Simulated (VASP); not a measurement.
Level of theory: PBEsol GGA, VASP's PBE PAW potentials (set 64) (plane waves; VASP).

The input files of a VASP run:

POSCAR:
```
AlSb
6.1687280
  0.0000000000   0.5000000217   0.5000000217
  0.5000000217   0.0000000000   0.5000000217
  0.5000000217   0.5000000217   0.0000000000
Al Sb
1 1
Cart
  0.0000000000   0.0000000000   0.0000000000
  0.2500000109   0.2500000109   0.2500000109
```

**KPOINTS**
```
Regular mesh
0
G
  8 8 8
0 0 0
```

### INCAR
```
! general
SYSTEM  = AlSb
PREC    = Accurate
ENCUT   = 520
LREAL   = .FALSE.
LASPH   = .TRUE.

! electronic loop
EDIFF   = 1E-7
NELM    = 100
ALGO    = Normal
LMAXMIX = 4

! smearing
ISMEAR  = 0
SIGMA   = 0.05

! functional
GGA     = PS

! ions
ISIF    = 2

! output
LWAVE   = .FALSE.
LCHARG  = .FALSE.
```

POTCAR, in this order: Al Sb (PBE.64 set). Program: vasp_std.

Output

File OUTCAR:
```
 ion  position               nearest neighbor table
   1  0.000  0.000  0.000-   2 2.67   2 2.67   2 2.67   2 2.67
   2  0.250  0.250  0.250-   1 2.67   1 2.67   1 2.67   1 2.67
  LATTYP: Found a face centered cubic cell.
 ALAT       =     6.1687282682
 Subroutine PRICEL returns:
 Original cell was already a primitive cell.
 Subroutine GETGRP returns: Found 24 space group operations
The static configuration has the point symmetry T_d .
The dynamic configuration has the point symmetry T_d .
 Subroutine INISYM returns: Found 24 space group operations
 Subroutine IBZKPT returns following result:
 Found     29 irreducible k-points:

 Following reciprocal coordinates:
            Coordinates               Weight
  0.000000  0.000000  0.000000      1.000000
  0.125000  0.000000  0.000000      8.000000
  0.250000  0.000000  0.000000      8.000000
  0.375000  0.000000  0.000000      8.000000
  0.500000  0.000000  0.000000      4.000000
  0.125000  0.125000  0.000000      6.000000
  0.250000  0.125000  0.000000     24.000000
  0.375000  0.125000  0.000000     24.000000
  0.500000  0.125000  0.000000     24.000000
 -0.375000  0.125000  0.000000     24.000000
 -0.250000  0.125000  0.000000     24.000000
 -0.125000  0.125000  0.000000     12.000000
  0.250000  0.250000  0.000000      6.000000
  0.375000  0.250000  0.000000     24.000000
  0.500000  0.250000  0.000000     24.000000
 -0.375000  0.250000  0.000000     24.000000
 -0.250000  0.250000  0.000000     12.000000
  0.375000  0.375000  0.000000      6.000000
  0.500000  0.375000  0.000000     24.000000
 -0.375000  0.375000  0.000000     12.000000
  0.500000  0.500000  0.000000      3.000000
  0.375000  0.250000  0.125000     24.000000
  0.500000  0.250000  0.125000     48.000000
 -0.375000  0.250000  0.125000     24.000000
...
```

### OSZICAR
```
       N       E                     dE             d eps       ncg     rms          rms(c)
DAV:   1     0.153147986183E+02    0.15315E+02   -0.27630E+03   464   0.715E+02
DAV:   2    -0.821216267827E+01   -0.23527E+02   -0.22605E+02   552   0.877E+01
DAV:   3    -0.898712929293E+01   -0.77497E+00   -0.77497E+00   640   0.186E+01
DAV:   4    -0.899084390391E+01   -0.37146E-02   -0.37146E-02   680   0.166E+00
DAV:   5    -0.899086014609E+01   -0.16242E-04   -0.16242E-04   608   0.932E-02    0.332E+00
DAV:   6    -0.890028791282E+01    0.90572E-01   -0.10829E-01   512   0.151E+00    0.203E+00
DAV:   7    -0.886741690066E+01    0.32871E-01   -0.10105E-01   560   0.159E+00    0.442E-01
DAV:   8    -0.886723324022E+01    0.18366E-03   -0.63916E-03   480   0.472E-01    0.101E-01
DAV:   9    -0.886735576112E+01   -0.12252E-03   -0.35198E-04   616   0.132E-01    0.209E-02
DAV:  10    -0.886736789335E+01   -0.12132E-04   -0.10895E-05   680   0.210E-02    0.129E-02
DAV:  11    -0.886737903410E+01   -0.11141E-04   -0.14229E-05   520   0.263E-02    0.401E-03
DAV:  12    -0.886737907700E+01   -0.42904E-07   -0.37211E-07   616   0.378E-03
   1 F= -.88673791E+01 E0= -.88673791E+01  d E =-.895774E-16
```

### OUTCAR
```
------------------------ aborting loop because EDIFF is reached ----------------------------------------
  FORCE on cell =-STRESS in cart. coord.  units (eV):
  Direction    XX          YY          ZZ          XY          YZ          ZX
  --------------------------------------------------------------------------------------
  Total        0.0003158      0.0003158      0.0003158      0.0000000     -0.0000000      0.0000000
  in kB        0.0086209      0.0086209      0.0086209      0.0000000     -0.0000000      0.0000000
  external PRESSURE =       0.0086209 kB  Pullay stress =       0.0000000 kB
  volume of cell :       58.68
      direct lattice vectors                 reciprocal lattice vectors
     0.000000000  3.084364134  3.084364134    -0.162107967  0.162107967  0.162107967
     3.084364134  0.000000000  3.084364134     0.162107967 -0.162107967  0.162107967
     3.084364134  3.084364134  0.000000000     0.162107967  0.162107967 -0.162107967
 POSITION                                       TOTAL-FORCE (eV/Angst)
 -----------------------------------------------------------------------------------
      0.00000      0.00000      0.00000         0.000000      0.000000      0.000000
      1.54218      1.54218      1.54218        -0.000000     -0.000000     -0.000000
 -----------------------------------------------------------------------------------
    total drift:                               -0.000000     -0.000000     -0.000000
  FREE ENERGIE OF THE ION-ELECTRON SYSTEM (eV)
  ---------------------------------------------------
  free  energy   TOTEN  =        -8.8673790770 eV

  energy  without entropy=       -8.8673790770  energy(sigma->0) =       -8.86737908
```
(Selected blocks of OUTCAR.)

The compound is AlSb in the zinc blende structure. It was relaxed first.
